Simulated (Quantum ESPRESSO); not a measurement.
# HfN (F-43m) in Quantum ESPRESSO: convergence with k mesh

Aim: find how far k mesh must go before the results for HfN settle, at LDA. This setting moves, with any that are tied to it; all else stays.

Everything below comes from runs of Quantum ESPRESSO 7.5. Logs are shortened: lines on timing, memory, paths and dates and some standing lists are left out, and cuts for length are marked.

## (1) The crystal as given

It takes space group F-43m (No. 216, cubic). The conventional cell has a = 4.910 Å, b = 4.910 Å, c = 4.910 Å, α = 90.00°, β = 90.00°, γ = 90.00°. Hf (site symmetry -43m) has 4 N at 2.13 Å as nearest neighbours. N (site symmetry -43m) has 4 Hf at 2.13 Å as nearest neighbours.

The cell comes from a database or a generator and needn't be the stable form of this composition.

## (2) With k mesh 1 × 1 × 1

File pw.in:

```
&CONTROL
  calculation = 'scf'
  prefix = 'pwscf'
  outdir = './tmp'
  pseudo_dir = './pseudo'
  tprnfor = .true.
  tstress = .true.
  disk_io = 'nowf'
/
&SYSTEM
  ibrav = 0
  nat = 2
  ntyp = 2
  ecutwfc = 84
  nbnd = 15
  occupations = 'smearing'
  smearing = 'mv'
  degauss = 0.00367493
/
&ELECTRONS
  conv_thr = 4d-10
  electron_maxstep = 120
  mixing_beta = 0.5
/
ATOMIC_SPECIES
Hf   178.4900 Hf.upf
N     14.0070 N.upf
CELL_PARAMETERS angstrom
   0.0000000000    2.4548220000    2.4548220000
   2.4548220000    0.0000000000    2.4548220000
   2.4548220000    2.4548220000    0.0000000000
ATOMIC_POSITIONS crystal
Hf     0.0000000000    0.0000000000    0.0000000000
N      0.2500000000    0.2500000000    0.2500000000
K_POINTS automatic
1 1 1 0 0 0
```

Potentials or basis: PseudoDojo 0.4.1 SR LDA standard.

Command:

```console
$ OMP_NUM_THREADS=1 pw.x -in pw.in > pw.out
```

pw.out:

```text
This program is part of the open-source Quantum ESPRESSO suite
     for quantum simulation of materials; please cite
[... 9 lines left out ...]
     --------------------
     sticks:   dense  smooth     PW     G-vecs:    dense   smooth      PW
     Sum        1003    1003    253                20827    20827    2637

     Using Slab Decomposition

     bravais-lattice index     =            0
     lattice parameter (alat)  =       6.5605  a.u.
     unit-cell volume          =     199.6580 (a.u.)^3
     number of atoms/cell      =            2
     number of atomic types    =            2
     number of electrons       =        17.00
     number of Kohn-Sham states=           15
     kinetic-energy cutoff     =      84.0000  Ry
     charge density cutoff     =     336.0000  Ry
     scf convergence threshold =      4.0E-10
     mixing beta               =       0.5000
     number of iterations used =            8  plain     mixing
     Exchange-correlation= SLA  PW   NOGX NOGC
                           (   1   4   0   0   0   0   0)

     celldm(1)=   6.560454  celldm(2)=   0.000000  celldm(3)=   0.000000
     celldm(4)=   0.000000  celldm(5)=   0.000000  celldm(6)=   0.000000

     crystal axes: (cart. coord. in units of alat)
               a(1) = (   0.000000   0.707107   0.707107 )
               a(2) = (   0.707107   0.000000   0.707107 )
               a(3) = (   0.707107   0.707107   0.000000 )

     reciprocal axes: (cart. coord. in units 2 pi/alat)
               b(1) = ( -0.707107  0.707107  0.707107 )
               b(2) = (  0.707107 -0.707107  0.707107 )
               b(3) = (  0.707107  0.707107 -0.707107 )

     PseudoPot. # 1 for Hf read from file:
     Hf.upf
     Pseudo is Norm-conserving + core correction, Zval = 12.0
     Generated using ONCVPSP code by D. R. Hamann
     Using radial grid of 1618 points,  8 beta functions with:
                l(1) =   0
                l(2) =   0
                l(3) =   1
                l(4) =   1
                l(5) =   2
                l(6) =   2
                l(7) =   3
                l(8) =   3

     PseudoPot. # 2 for N  read from file:
     N.upf
     Pseudo is Norm-conserving + core correction, Zval =  5.0
     Generated using ONCVPSP code by D. R. Hamann
     Using radial grid of 1058 points,  4 beta functions with:
                l(1) =   0
                l(2) =   0
                l(3) =   1
                l(4) =   1

     atomic species   valence    mass     pseudopotential
     Hf               12.00   178.49000     Hf( 1.00)
     N                 5.00    14.00700     N ( 1.00)

     24 Sym. Ops. (no inversion) found

   Cartesian axes

     site n.     atom                  positions (alat units)
         1        Hf     tau(   1) = (   0.0000000   0.0000000   0.0000000  )
         2        N      tau(   2) = (   0.3535534   0.3535534   0.3535534  )

     number of k points=     1  Marzari-Vanderbilt smearing, width (Ry)=  0.0037
                       cart. coord. in units 2pi/alat
        k(    1) = (   0.0000000   0.0000000   0.0000000), wk =   2.0000000

     Dense  grid:    20827 G-vectors     FFT dimensions: (  40,  40,  40)

     Initial potential from superposition of free atoms

     starting charge      16.9985, renormalised to      17.0000
     Starting wfcs are   14 randomized atomic wfcs +    1 random wfcs

     Self-consistent Calculation

     iteration #  1     ecut=    84.00 Ry     beta= 0.50
     Davidson diagonalization with overlap
     ethr =  1.00E-02,  avg # of iterations =  4.0

     total energy              =    -133.82136384 Ry
     estimated scf accuracy    <       0.74381412 Ry

     iteration #  2     ecut=    84.00 Ry     beta= 0.50
     Davidson diagonalization with overlap
     ethr =  4.38E-03,  avg # of iterations =  2.0

     total energy              =    -134.02560810 Ry
     estimated scf accuracy    <       0.39750131 Ry

     iteration #  3     ecut=    84.00 Ry     beta= 0.50
     Davidson diagonalization with overlap
     ethr =  2.34E-03,  avg # of iterations =  1.0

     total energy              =    -134.09484490 Ry
     estimated scf accuracy    <       0.00820731 Ry

     iteration #  4     ecut=    84.00 Ry     beta= 0.50
     Davidson diagonalization with overlap
     ethr =  4.83E-05,  avg # of iterations =  2.0

     total energy              =    -134.09616332 Ry
     estimated scf accuracy    <       0.00019297 Ry

     iteration #  5     ecut=    84.00 Ry     beta= 0.50
     Davidson diagonalization with overlap
     ethr =  1.14E-06,  avg # of iterations =  5.0

     total energy              =    -134.09617794 Ry
     estimated scf accuracy    <       0.00002319 Ry

     iteration #  6     ecut=    84.00 Ry     beta= 0.50
     Davidson diagonalization with overlap
     ethr =  1.36E-07,  avg # of iterations =  2.0

     total energy              =    -134.09617895 Ry
     estimated scf accuracy    <       0.00000188 Ry

     iteration #  7     ecut=    84.00 Ry     beta= 0.50
     Davidson diagonalization with overlap
     ethr =  1.11E-08,  avg # of iterations =  2.0

     total energy              =    -134.09617936 Ry
     estimated scf accuracy    <       0.00000024 Ry

     iteration #  8     ecut=    84.00 Ry     beta= 0.50
     Davidson diagonalization with overlap
     ethr =  1.42E-09,  avg # of iterations =  1.0

     total energy              =    -134.09617939 Ry
     estimated scf accuracy    <          1.5E-09 Ry

     iteration #  9     ecut=    84.00 Ry     beta= 0.50
     Davidson diagonalization with overlap
     ethr =  8.58E-12,  avg # of iterations =  3.0

     End of self-consistent calculation

          k = 0.0000 0.0000 0.0000 (  2637 PWs)   bands (ev):

   -48.8895 -17.3937 -17.3937 -17.3937  -2.2618   8.2107   8.2107   8.2107
    12.8966  15.7585  15.7585  20.1731  20.1731  20.1731  26.7749

     the Fermi energy is    12.9036 ev

!    total energy              =    -134.09617939 Ry
     estimated scf accuracy    <          1.7E-10 Ry
     smearing contrib. (-TS)   =      -0.00120605 Ry
     internal energy E=F+TS    =    -134.09497334 Ry

     The total energy is F=E-TS. E is the sum of the following terms:
     one-electron contribution =     -26.17917247 Ry
     hartree contribution      =      20.34373212 Ry
     xc contribution           =     -34.37237672 Ry
     ewald contribution        =     -93.88715627 Ry

     convergence has been achieved in   9 iterations

     Forces acting on atoms (cartesian axes, Ry/au):

     atom    1 type  1   force =     0.00000000    0.00000000   -0.00000000
     atom    2 type  2   force =    -0.00000000   -0.00000000    0.00000000

     Total force =     0.000000     Total SCF correction =     0.000000

     Computing stress (Cartesian axis) and pressure

          total   stress  (Ry/bohr**3)                   (kbar)     P=     -379.00
  -0.00257641   0.00000000   0.00000000         -379.00        0.00        0.00
   0.00000000  -0.00257641  -0.00000000            0.00     -379.00       -0.00
   0.00000000  -0.00000000  -0.00257641            0.00       -0.00     -379.00

=------------------------------------------------------------------------------=
   JOB DONE.
=------------------------------------------------------------------------------=
```

Wall time 1.3 s (1 thread of Intel Xeon 6975P-C (Granite Rapids), shared host); peak memory 0.06 GiB.

What came out:

| Property | Result |
| --- | --- |
| Free energy | -1824.4715 eV |
| Pressure | -37.9 GPa |
| Band gap on the k mesh | none (metal or under the smearing width) |

## (3) With k mesh 3 × 3 × 3

pw.in, as its differences from that of step 2:

```diff
@@ -35,2 +35,2 @@
 K_POINTS automatic
-1 1 1 0 0 0
+3 3 3 0 0 0
```

Potentials or basis: PseudoDojo 0.4.1 SR LDA standard.

Command:

```console
$ OMP_NUM_THREADS=1 pw.x -in pw.in > pw.out
```

Wall time 2.6 s (1 thread of Intel Xeon 6975P-C (Granite Rapids), shared host); peak memory 0.06 GiB.

Results:

```
Free energy            : -1821.3703 eV
Pressure               : -13.1 GPa
Band gap on the k mesh : none (metal or under the smearing width)
```

## (4) With k mesh 4 × 4 × 4

pw.in, as its differences from that of step 3:

```diff
@@ -35,2 +35,2 @@
 K_POINTS automatic
-3 3 3 0 0 0
+4 4 4 0 0 0
```

Command:

```console
$ OMP_NUM_THREADS=1 pw.x -in pw.in > pw.out
```

Wall time 3.6 s (1 thread of Intel Xeon 6975P-C (Granite Rapids), shared host); peak memory 0.06 GiB.

Results:

```
Free energy            : -1821.2351 eV
Pressure               : -10.8 GPa
Band gap on the k mesh : none (metal or under the smearing width)
```

## (5) With k mesh 5 × 5 × 5

pw.in, as its differences from that of step 4:

```diff
@@ -35,2 +35,2 @@
 K_POINTS automatic
-4 4 4 0 0 0
+5 5 5 0 0 0
```

Command:

```console
$ OMP_NUM_THREADS=1 pw.x -in pw.in > pw.out
```

It took 4 s on 1 thread of Intel Xeon 6975P-C (Granite Rapids), shared host; peak memory 0.07 GiB.

Results:

* Free energy: -1821.2260 eV
* Pressure: -11.4 GPa
* Band gap on the k mesh: none (metal or under the smearing width)

## (6) With k mesh 7 × 7 × 7

pw.in, as its differences from that of step 5:

```diff
@@ -35,2 +35,2 @@
 K_POINTS automatic
-5 5 5 0 0 0
+7 7 7 0 0 0
```

Potentials or basis: PseudoDojo 0.4.1 SR LDA standard.

Command:

```console
$ OMP_NUM_THREADS=1 pw.x -in pw.in > pw.out
```

It took 7.7 s on 1 thread of Intel Xeon 6975P-C (Granite Rapids), shared host; peak memory 0.07 GiB.

It converged, with:

- Free energy: -1821.2868 eV
- Pressure: -11.7 GPa
- Band gap on the k mesh: none (metal or under the smearing width)

## (7) With k mesh 8 × 8 × 8

pw.in, as its differences from that of step 6:

```diff
@@ -35,2 +35,2 @@
 K_POINTS automatic
-7 7 7 0 0 0
+8 8 8 0 0 0
```

Command:

```console
$ OMP_NUM_THREADS=1 pw.x -in pw.in > pw.out
```

It took 11 s on 1 thread of Intel Xeon 6975P-C (Granite Rapids), shared host; peak memory 0.08 GiB.

Results (log left out):

```
Free energy            : -1821.3007 eV
Pressure               : -12.0 GPa
Band gap on the k mesh : none (metal or under the smearing width)
```

## (8) With k mesh 9 × 9 × 9

pw.in, as its differences from that of step 7:

```diff
@@ -35,2 +35,2 @@
 K_POINTS automatic
-8 8 8 0 0 0
+9 9 9 0 0 0
```

Command:

```console
$ OMP_NUM_THREADS=1 pw.x -in pw.in > pw.out
```

Wall time 14 s (1 thread of Intel Xeon 6975P-C (Granite Rapids), shared host); peak memory 0.08 GiB.

The run converged. Its results:

```
Free energy            : -1821.2952 eV
Pressure               : -11.9 GPa
Band gap on the k mesh : none (metal or under the smearing width)
```

## (9) With k mesh 11 × 11 × 11

pw.in, as its differences from that of step 8:

```diff
@@ -35,2 +35,2 @@
 K_POINTS automatic
-9 9 9 0 0 0
+11 11 11 0 0 0
```

Potentials or basis: PseudoDojo 0.4.1 SR LDA standard.

Command:

```console
$ OMP_NUM_THREADS=1 pw.x -in pw.in > pw.out
```

Wall time 19 s (1 thread of Intel Xeon 6975P-C (Granite Rapids), shared host); peak memory 0.09 GiB.

The run converged. Its results:

| Item | Value |
| --- | --- |
| Free energy | -1821.2972 eV |
| Pressure | -11.8 GPa |
| Band gap on the k mesh | none (metal or under the smearing width) |

## (10) With k mesh 13 × 13 × 13

pw.in, as its differences from that of step 9:

```diff
@@ -35,2 +35,2 @@
 K_POINTS automatic
-11 11 11 0 0 0
+13 13 13 0 0 0
```

Command:

```console
$ OMP_NUM_THREADS=1 pw.x -in pw.in > pw.out
```

Wall time 32 s (1 thread of Intel Xeon 6975P-C (Granite Rapids), shared host); peak memory 0.11 GiB.

Results (log left out):

* Free energy: -1821.2953 eV
* Pressure: -11.8 GPa
* Band gap on the k mesh: none (metal or under the smearing width)

## (11) Summary

| k mesh | energy less the tightest run, at zero smearing (meV/atom) | pressure (GPa) | SCF cycles | CPU time (s) | peak memory (GiB) |
| --- | --- | --- | --- | --- | --- |
| 1 × 1 × 1 | -1588.10 | -37.90 | 9 | 1.1 | 0.06 |
| 3 × 3 × 3 | -37.50 | -13.13 | 11 | 2.6 | 0.06 |
| 4 × 4 × 4 | 30.10 | -10.75 | 11 | 3.6 | 0.06 |
| 5 × 5 × 5 | 34.64 | -11.38 | 10 | 3.9 | 0.07 |
| 7 × 7 × 7 | 4.24 | -11.73 | 11 | 7.5 | 0.07 |
| 8 × 8 × 8 | -2.69 | -11.95 | 11 | 11 | 0.08 |
| 9 × 9 × 9 | 0.04 | -11.88 | 11 | 13 | 0.08 |
| 11 × 11 × 11 | -0.99 | -11.77 | 9 | 19 | 0.09 |
| 13 × 13 × 13 | 0.00 | -11.77 | 11 | 32 | 0.11 |

Against the tightest run, the energy stays within 1 meV/atom from 9 × 9 × 9 on; the pressure stays within 0.1 GPa from 11 × 11 × 11 on. Meshes of other sizes hit other points, so gaps and Fermi surfaces needn't settle smoothly. The tightest run that finished is the yardstick and may itself not be fully converged.
